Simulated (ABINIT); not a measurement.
# A GW chain in ABINIT: GaP (F-43m), part 2 of 3

Aim: the G0W0 gap of GaP (F-43m) on PBE, step by step.

ABINIT 10.8.3; PBE and many-body steps on it, plane waves. Known limits of the many-body steps: not at the basis limit; exchange with frozen shells missing; no spin-orbit coupling; coarse k mesh.

So far. Step 2 (Ground state): The gap is indirect, with the least direct gap 0.16 eV higher.

**3. Bands along the symmetry lines**

Level of this step: DFT, PBE, plane waves, norm-conserving pseudopotentials (ABINIT).

The cheap functional maps the bands first; the places of the edges decide which points the dearer methods must see.

run.abi reads:

```
acell 3*1.0 Angstrom
rprim 
  0.000000000000 2.725250000000 2.725250000000
  2.725250000000 0.000000000000 2.725250000000
  2.725250000000 2.725250000000 0.000000000000
ntypat 2
znucl 31 15
natom 2
typat 1 2
xred 
  0.000000000000 0.000000000000 0.000000000000
  0.250000000000 0.250000000000 0.250000000000
pp_dirpath "pseudos"
pseudos "Ga.upf, P.upf"
ecut 36
iscf -2
irdden 1
kptopt 0
nkpt 50
kpt 
  0.00000000 0.00000000 0.00000000
  -0.06250000 -0.06250000 0.00000000
  -0.12500000 -0.12500000 0.00000000
  -0.18750000 -0.18750000 0.00000000
  -0.25000000 -0.25000000 0.00000000
  -0.31250000 -0.31250000 0.00000000
  -0.37500000 -0.37500000 0.00000000
  -0.43750000 -0.43750000 0.00000000
  -0.50000000 -0.50000000 0.00000000
  -0.48437500 -0.48437500 0.03125000
  -0.46875000 -0.46875000 0.06250000
  -0.45312500 -0.45312500 0.09375000
  -0.43750000 -0.43750000 0.12500000
  -0.42187500 -0.42187500 0.15625000
  -0.40625000 -0.40625000 0.18750000
  -0.39062500 -0.39062500 0.21875000
  -0.37500000 -0.37500000 0.25000000
  -0.37500000 0.00000000 0.37500000
  -0.32812500 0.00000000 0.32812500
  -0.28125000 0.00000000 0.28125000
  -0.23437500 0.00000000 0.23437500
  -0.18750000 0.00000000 0.18750000
  -0.14062500 0.00000000 0.14062500
  -0.09375000 0.00000000 0.09375000
  -0.04687500 0.00000000 0.04687500
  0.00000000 0.00000000 0.00000000
  0.00000000 0.00000000 0.06250000
  0.00000000 0.00000000 0.12500000
  0.00000000 0.00000000 0.18750000
  0.00000000 0.00000000 0.25000000
  0.00000000 0.00000000 0.31250000
  0.00000000 0.00000000 0.37500000
  0.00000000 0.00000000 0.43750000
  -0.00000000 -0.00000000 0.50000000
  -0.06250000 -0.03125000 0.46875000
  -0.12500000 -0.06250000 0.43750000
  -0.18750000 -0.09375000 0.40625000
  -0.25000000 -0.12500000 0.37500000
  -0.31250000 -0.15625000 0.34375000
  -0.37500000 -0.18750000 0.31250000
  -0.43750000 -0.21875000 0.28125000
  -0.50000000 -0.25000000 0.25000000
  -0.50000000 -0.28125000 0.21875000
  -0.50000000 -0.31250000 0.18750000
  -0.50000000 -0.34375000 0.15625000
  -0.50000000 -0.37500000 0.12500000
  -0.50000000 -0.40625000 0.09375000
  -0.50000000 -0.43750000 0.06250000
  -0.50000000 -0.46875000 0.03125000
  -0.50000000 -0.50000000 0.00000000
istwfk *1
nband 16
nbdbuf 2
tolwfr 1e-08
nstep 40
prtwf 0
prtvol 0
indata_prefix "in"
outdata_prefix "out"
tmpdata_prefix "tmp"
```

The run is started by

```bash
> OMP_NUM_THREADS=1 mpirun -n 4 abinit run.abi > log
```

Numbers of over 12 decimals in the logs are rounded to 6 here.

The log of the run:

```text
.Version 10.8.3 of ABINIT. v10.8.2 released Aug 2026.

 Symmetries : space group F-4 3 m (#216); Bravais cF (face-center cubic)
[... echo of the input left out ...]
== DATASET  1 ==================================================================
-   mpi_nproc: 4, omp_nthreads: 1 (-1 if OMP is not activated)

--- !DatasetInfo
iteration_state: {dtset: 1, }
dimensions: {natom: 2, nkpt: 50, mband: 16, nsppol: 1, nspinor: 1, nspden: 1, mpw: 2838, }
cutoff_energies: {ecut:  36.0, pawecutdg:  -1.0, }
electrons: {nelect:   1.80000000E+01, charge:   0.00000000E+00, occopt:   1.00000000E+00, tsmear:   1.00000000E-02, }

 Real(R)+Recip(G) space primitive vectors, cartesian coordinates (Bohr,Bohr^-1):
 R(1)=  0.0000000  5.1499761  5.1499761  G(1)= -0.0970878  0.0970878  0.0970878
 R(2)=  5.1499761  0.0000000  5.1499761  G(2)=  0.0970878 -0.0970878  0.0970878
 R(3)=  5.1499761  5.1499761  0.0000000  G(3)=  0.0970878  0.0970878 -0.0970878
 Unit cell volume ucvol=  2.7317795E+02 bohr^3
 Angles (23,13,12)=  6.00000000E+01  6.00000000E+01  6.00000000E+01 degrees

 getcut: wavevector=  0.0000  0.0000  0.0000  ngfft=  40  40  40
         ecut(hartree)=     36.000   => boxcut(ratio)=   2.03340

--- Pseudopotential description ------------------------------------------------
- Ga Generated using ONCVPSP code by D. R. Hamann
- 31.00000  13.00000  171031                  znucl, zion, pspdat
12 -101130 2 -1 1902                          pspcod,pspxc,lmax,lloc,mmax
     nproj     2     2     2
  pspatm : epsatm=   24.69408211
         --- l  ekb(1:nproj) -->
             0    7.029782    1.144675
             1    6.805229    1.288163
             2   -8.378254   -2.820764
 pspatm: atomic psp has been read  and splines computed

- P Generated using ONCVPSP code by D. R. Hamann
- 15.00000   5.00000  171031                  znucl, zion, pspdat
12 -101130 2 -1 1298                          pspcod,pspxc,lmax,lloc,mmax
     nproj     2     2     2
  pspatm : epsatm=    8.05910421
         --- l  ekb(1:nproj) -->
[...]
pspatm: atomic psp has been read  and splines computed

--------------------------------------------------------------------------------

================================================================================
 prteigrs : about to open file out_EIG
 Non-SCF case, kpt    1 (  0.00000  0.00000  0.00000), residuals and eigenvalues=
  3.83E-09  6.02E-09  2.17E-09  5.46E-09  7.14E-09  2.29E-09  3.97E-09  6.16E-09
  9.12E-09  5.83E-09  2.84E-09  4.97E-09  9.17E-09  2.99E-09  2.25E-06  1.53E-06
 -3.7540E-01 -3.7540E-01 -3.7540E-01 -3.7183E-01 -3.7183E-01 -2.9902E-01
  1.6012E-01  1.6012E-01  1.6012E-01  2.2689E-01  3.0296E-01  3.0296E-01
  3.0296E-01  4.8389E-01  5.1759E-01  5.1759E-01
 Non-SCF case, kpt    2 ( -0.06250 -0.06250  0.00000), residuals and eigenvalues=
  8.14E-09  5.96E-09  7.80E-09  4.25E-09  6.24E-09  2.18E-09  7.89E-09  5.26E-09
[...]
-3.7563E-01 -3.7532E-01 -3.7532E-01 -3.7188E-01 -3.7180E-01 -2.9652E-01
[...]
3.1278E-01  4.9421E-01  4.9794E-01  5.1983E-01
 Non-SCF case, kpt    3 ( -0.12500 -0.12500  0.00000), residuals and eigenvalues=
[...]
3.3762E-01  4.5741E-01  5.2651E-01  5.3018E-01
[...]
Non-SCF case, kpt   49 ( -0.50000 -0.46875  0.03125), residuals and eigenvalues=
[...]
Non-SCF case, kpt   50 ( -0.50000 -0.50000  0.00000), residuals and eigenvalues=
[...]
-3.7971E-01 -3.7315E-01 -3.7301E-01 -3.7301E-01 -3.7104E-01 -1.9013E-01
 -8.8115E-02  6.1534E-02  6.1534E-02  2.2085E-01  2.2709E-01  5.4873E-01
[...]
--- !ResultsGS
iteration_state: {dtset: 1, }
comment   : Summary of ground state results
lattice_vectors:
- [  0.0000000,   5.1499761,   5.1499761, ]
- [  5.1499761,   0.0000000,   5.1499761, ]
- [  5.1499761,   5.1499761,   0.0000000, ]
lattice_lengths: [   7.28317,    7.28317,    7.28317, ]
lattice_angles: [ 60.000,  60.000,  60.000, ] # degrees, (23, 13, 12)
lattice_volume:   2.7317795E+02
convergence: {deltae:  0.000E+00, res2:  0.000E+00, residm:  9.976E-09, diffor:  0.000E+00, }
etotal    :  -8.34276425E+01
entropy   :   0.00000000E+00
fermie    :   1.60120980E-01
cartesian_stress_tensor: null
pressure_GPa: null
xred      :
- [  0.0000E+00,   0.0000E+00,   0.0000E+00, Ga]
- [  2.5000E-01,   2.5000E-01,   2.5000E-01,  P]
cartesian_forces: null
force_length_stats: {min: null, max: null, mean: null, }

 Integrated electronic density in atomic spheres:
 ------------------------------------------------
 Atom  Sphere_radius  Integrated_density
[...]
================================================================================

 ----iterations are completed or convergence reached----

 Mean square residual over all n,k,spin=   54.907E-10; max=  99.761E-10
 reduced coordinates (array xred) for    2 atoms
       0.000000000000      0.000000000000      0.000000000000
       0.250000000000      0.250000000000      0.250000000000

 cartesian coordinates (angstrom) at end:
    1      0.000000     0.000000     0.000000
    2      1.362625     1.362625     1.362625
 length scales=  1.889726125908  1.889726125908  1.889726125908 bohr
              =  1.000000000000  1.000000000000  1.000000000000 angstroms
 prteigrs : about to open file out_EIG
 Eigenvalues (hartree) for nkpt=  50  k points:
 kpt#   1, nband= 16, wtk=  1.00000, kpt=  0.0000  0.0000  0.0000 (reduced coord)
[...]
kpt#   2, nband= 16, wtk=  1.00000, kpt= -0.0625 -0.0625  0.0000 (reduced coord)
[...]
kpt#   3, nband= 16, wtk=  1.00000, kpt= -0.1250 -0.1250  0.0000 (reduced coord)
[...]
kpt#  49, nband= 16, wtk=  1.00000, kpt= -0.5000 -0.4687  0.0313 (reduced coord)
[...]
kpt#  50, nband= 16, wtk=  1.00000, kpt= -0.5000 -0.5000  0.0000 (reduced coord)
  -0.37971   -0.37315   -0.37301   -0.37301   -0.37104   -0.19013   -0.08812    0.06153
   0.06153    0.22085    0.22709    0.54873    0.54873    0.57118    0.61281    0.63428

== END DATASET(S) ==============================================================
================================================================================

 -outvars: echo values of variables after computation  --------
            nband          16
             nkpt          50
          spgroup         216
 [... the other variables as echoed above ...]

 Calculation completed.
```

Run time: 10 s. Hardware: 4 MPI ranks of Arm Neoverse V2, shared host; peak memory 0.28 GiB.

Numbers from this step:

| Property | Result |
| --- | --- |
| gap | 1.593 eV |
| k of the valence top | 0, 0, 0 |
| k of the conduction bottom | -0.4375, -0.4375, 0 |
| least direct gap | 1.817 eV |

The gap is 1.593 eV, −0.060 eV from the run before at this level.

The electronic bands at the labelled points (eV, zero at the top of the highest filled band):

| point | band 6 | band 7 | band 8 | band 9 | band 10 | band 11 | band 12 | band 13 |
| --- | --- | --- | --- | --- | --- | --- | --- | --- |
| Γ | -12.49 | 0.00 | 0.00 | 0.00 | 1.82 | 3.89 | 3.89 | 3.89 |
| halfway | -11.46 | -3.68 | -1.68 | -1.68 | 2.18 | 3.72 | 6.74 | 6.74 |
| X | -9.53 | -6.75 | -2.68 | -2.68 | 1.65 | 1.82 | 10.57 | 10.57 |
| halfway | -9.51 | -6.70 | -3.24 | -2.57 | 1.85 | 2.75 | 9.51 | 9.66 |
| U | -9.57 | -6.55 | -3.94 | -2.25 | 2.19 | 4.80 | 8.23 | 8.26 |
| jump to K | -9.57 | -6.55 | -3.94 | -2.25 | 2.19 | 4.80 | 8.23 | 8.26 |
| halfway | -11.36 | -4.24 | -2.45 | -0.66 | 3.28 | 4.99 | 5.00 | 5.87 |
| Γ | -12.49 | 0.00 | 0.00 | 0.00 | 1.82 | 3.89 | 3.89 | 3.89 |
| halfway | -11.72 | -3.88 | -0.66 | -0.66 | 2.15 | 4.74 | 4.74 | 6.35 |
| L | -10.43 | -6.63 | -1.12 | -1.12 | 1.67 | 4.72 | 4.72 | 8.29 |
| halfway | -10.02 | -6.42 | -3.19 | -1.93 | 3.45 | 4.30 | 6.45 | 7.91 |
| W | -9.44 | -6.55 | -3.58 | -3.42 | 4.70 | 4.86 | 6.10 | 6.15 |
| halfway | -9.49 | -6.66 | -3.16 | -3.09 | 2.77 | 2.94 | 8.49 | 8.58 |
| X | -9.53 | -6.75 | -2.68 | -2.68 | 1.65 | 1.82 | 10.57 | 10.57 |

The electronic bands as a text plot (rows in eV, shown from -8.0 to 7.5 only):

```
    7.2 |    +             +                 ++         +   +
    6.5 |     ++            ++              +         ++ + +
    5.9 |    +             ++++++++                  +  +++
    5.2 |                       +  ++      +        +    +
    4.6 |  ++            ++      ++      +++++++++++++++++++
    3.9 |++  +++                   ++++++++            ++   +
    3.3 |  ++   ++      +     +++++                  ++
    2.6 | +  +    +    +   +++     ++    +++        +        ++
    2.0 |+    ++++ ++++++++          ++++   +++++ ++          +++
    1.4 |         ++++                           +
    0.7 |
    0.1 |**                        ********
   -0.6 | ***                   ******  *  ****
   -1.2 |    *              ****               ******
   -1.9 |  ** ****         *     ****    **         ***
   -2.5 |    *    *********     *          *         * **      **
   -3.2 |             ***     ** **                   *  ******
   -3.8 |     **         *****              *          *****
   -4.5 |       **              *
   -5.1 |                     **             **
   -5.7 |         *         **                 *
   -6.4 |          **  *****                    ***************
   -7.0 |            **                                        **
   -7.7 |
         Γ           X  U|K            Γ         L        W     X
```

**4. Empty states on the mesh, 4×4×4 mesh, 50 bands**

The sums over transitions need many empty states on a uniform mesh; this step solves for them.

run.abi reads:

```
acell 3*1.0 Angstrom
rprim 
  0.000000000000 2.725250000000 2.725250000000
  2.725250000000 0.000000000000 2.725250000000
  2.725250000000 2.725250000000 0.000000000000
ntypat 2
znucl 31 15
natom 2
typat 1 2
xred 
  0.000000000000 0.000000000000 0.000000000000
  0.250000000000 0.250000000000 0.250000000000
pp_dirpath "pseudos"
pseudos "Ga.upf, P.upf"
ecut 36
ngkpt 4 4 4
nshiftk 1
shiftk 0 0 0
kptopt 1
chksymbreak 0
iscf -2
irdden 1
istwfk *1
nband 50
nbdbuf 4
tolwfr 1e-09
nstep 60
prtvol 0
indata_prefix "in"
outdata_prefix "out"
tmpdata_prefix "tmp"
```

The log of the run:

```text
.Version 10.8.3 of ABINIT. v10.8.2 released Aug 2026.

 Symmetries : space group F-4 3 m (#216); Bravais cF (face-center cubic)
[... echo of the input left out ...]
== DATASET  1 ==================================================================
-   mpi_nproc: 4, omp_nthreads: 1 (-1 if OMP is not activated)

--- !DatasetInfo
iteration_state: {dtset: 1, }
dimensions: {natom: 2, nkpt: 8, mband: 50, nsppol: 1, nspinor: 1, nspden: 1, mpw: 2832, }
cutoff_energies: {ecut:  36.0, pawecutdg:  -1.0, }
electrons: {nelect:   1.80000000E+01, charge:   0.00000000E+00, occopt:   1.00000000E+00, tsmear:   1.00000000E-02, }

 Real(R)+Recip(G) space primitive vectors, cartesian coordinates (Bohr,Bohr^-1):
 R(1)=  0.0000000  5.1499761  5.1499761  G(1)= -0.0970878  0.0970878  0.0970878
 R(2)=  5.1499761  0.0000000  5.1499761  G(2)=  0.0970878 -0.0970878  0.0970878
 R(3)=  5.1499761  5.1499761  0.0000000  G(3)=  0.0970878  0.0970878 -0.0970878
 Unit cell volume ucvol=  2.7317795E+02 bohr^3
 Angles (23,13,12)=  6.00000000E+01  6.00000000E+01  6.00000000E+01 degrees

 getcut: wavevector=  0.0000  0.0000  0.0000  ngfft=  40  40  40
         ecut(hartree)=     36.000   => boxcut(ratio)=   2.03340

--- Pseudopotential description ------------------------------------------------
- Ga Generated using ONCVPSP code by D. R. Hamann
- 31.00000  13.00000  171031                  znucl, zion, pspdat
12 -101130 2 -1 1902                          pspcod,pspxc,lmax,lloc,mmax
     nproj     2     2     2
  pspatm : epsatm=   24.69408211
         --- l  ekb(1:nproj) -->
             0    7.029782    1.144675
             1    6.805229    1.288163
             2   -8.378254   -2.820764
 pspatm: atomic psp has been read  and splines computed

- P Generated using ONCVPSP code by D. R. Hamann
- 15.00000   5.00000  171031                  znucl, zion, pspdat
12 -101130 2 -1 1298                          pspcod,pspxc,lmax,lloc,mmax
     nproj     2     2     2
  pspatm : epsatm=    8.05910421
         --- l  ekb(1:nproj) -->
[...]
pspatm: atomic psp has been read  and splines computed

--------------------------------------------------------------------------------

================================================================================
 prteigrs : about to open file out_EIG
 Non-SCF case, kpt    1 (  0.00000  0.00000  0.00000), residuals and eigenvalues=
  2.54E-10  9.17E-10  9.70E-10  1.95E-10  6.31E-10  5.46E-10  2.00E-10  2.43E-10
  8.14E-10  2.89E-10  1.97E-10  2.90E-10  7.07E-10  3.40E-10  2.14E-10  2.50E-10
  1.40E-10  3.13E-10  5.63E-10  3.03E-10  1.54E-10  6.30E-10  8.50E-10  3.20E-10
[...]
6.08E-07  1.34E-05
 -3.7540E-01 -3.7540E-01 -3.7540E-01 -3.7183E-01 -3.7183E-01 -2.9902E-01
  1.6012E-01  1.6012E-01  1.6012E-01  2.2689E-01  3.0296E-01  3.0296E-01
  3.0296E-01  4.8389E-01  5.1759E-01  5.1759E-01  6.1777E-01  6.1777E-01
[...]
1.6264E+00  1.7321E+00  1.7321E+00  1.7321E+00  1.7876E+00  1.8086E+00
  1.8086E+00  1.8086E+00  1.8272E+00  1.8272E+00  1.8272E+00  1.8516E+00
  1.8516E+00  1.8516E+00
 prteigrs : prtvol=0 or 1, do not print more k-points.

--- !ResultsGS
iteration_state: {dtset: 1, }
comment   : Summary of ground state results
lattice_vectors:
- [  0.0000000,   5.1499761,   5.1499761, ]
- [  5.1499761,   0.0000000,   5.1499761, ]
- [  5.1499761,   5.1499761,   0.0000000, ]
lattice_lengths: [   7.28317,    7.28317,    7.28317, ]
lattice_angles: [ 60.000,  60.000,  60.000, ] # degrees, (23, 13, 12)
lattice_volume:   2.7317795E+02
convergence: {deltae:  0.000E+00, res2:  0.000E+00, residm:  9.934E-10, diffor:  0.000E+00, }
etotal    :  -8.34276425E+01
entropy   :   0.00000000E+00
fermie    :   1.60120980E-01
cartesian_stress_tensor: null
pressure_GPa: null
xred      :
- [  0.0000E+00,   0.0000E+00,   0.0000E+00, Ga]
- [  2.5000E-01,   2.5000E-01,   2.5000E-01,  P]
cartesian_forces: null
force_length_stats: {min: null, max: null, mean: null, }

 Integrated electronic density in atomic spheres:
 ------------------------------------------------
 Atom  Sphere_radius  Integrated_density
[...]
================================================================================

 ----iterations are completed or convergence reached----

 Mean square residual over all n,k,spin=   46.249E-11; max=  99.337E-11
 reduced coordinates (array xred) for    2 atoms
       0.000000000000      0.000000000000      0.000000000000
       0.250000000000      0.250000000000      0.250000000000

 cartesian coordinates (angstrom) at end:
    1      0.000000     0.000000     0.000000
    2      1.362625     1.362625     1.362625
 length scales=  1.889726125908  1.889726125908  1.889726125908 bohr
              =  1.000000000000  1.000000000000  1.000000000000 angstroms
 prteigrs : about to open file out_EIG
 Eigenvalues (hartree) for nkpt=   8  k points:
 kpt#   1, nband= 50, wtk=  0.01563, kpt=  0.0000  0.0000  0.0000 (reduced coord)
[...]
1.59224    1.59224    1.62637    1.62637    1.62637    1.73208    1.73208    1.73208
   1.78756    1.80857    1.80857    1.80857    1.82721    1.82721    1.82721    1.85157
   1.85158    1.85161
 prteigrs : prtvol=0 or 1, do not print more k-points.

== END DATASET(S) ==============================================================
================================================================================

 -outvars: echo values of variables after computation  --------
            nband          50
             nkpt           8
          spgroup         216
 [... the other variables as echoed above ...]

 Calculation completed.
```

It took 7.4 s on 4 MPI ranks; peak memory 0.26 GiB.

Numbers from this step:

| Property | Result |
| --- | --- |
| gap | 1.653 eV |
| k of the valence top | 0, 0, 0 |
| k of the conduction bottom | 0.5, 0.5, 0 |
| least direct gap | 1.817 eV |
| k points computed | 8 |
| lowest point of the top converged band, above the valence top | 45.23 eV |

On this mesh the gap is 1.653 eV.

[end of part 2 of 3]

[Paths, hosts, dates, memory and timing lines, banners, echoed tables and standing remarks are left out of the program output.]

[Logs are printed without paths, hosts, clocks, repeated set-up lines and the standing remarks that a program may print on its own settings, such as how far it seeks lower states.]

[Runs of the session that timed out or met a known fault of the program may be left out.]

[Hosts, paths, dates, database ids (printed as entryN), source tags and the programs' standing remarks are cut or masked in the printed files.]

[G0W0 gaps are taken among the corrected bands and points alone; a level outside them can change the order at an edge.]

[Where Ansatz stands beside ABINIT at settings called matched, ABINIT's density can come from a denser mesh and the files from another edition; pairs whose starting gaps differed by over 0.03 eV were left out, so agreement reads better than it is.]
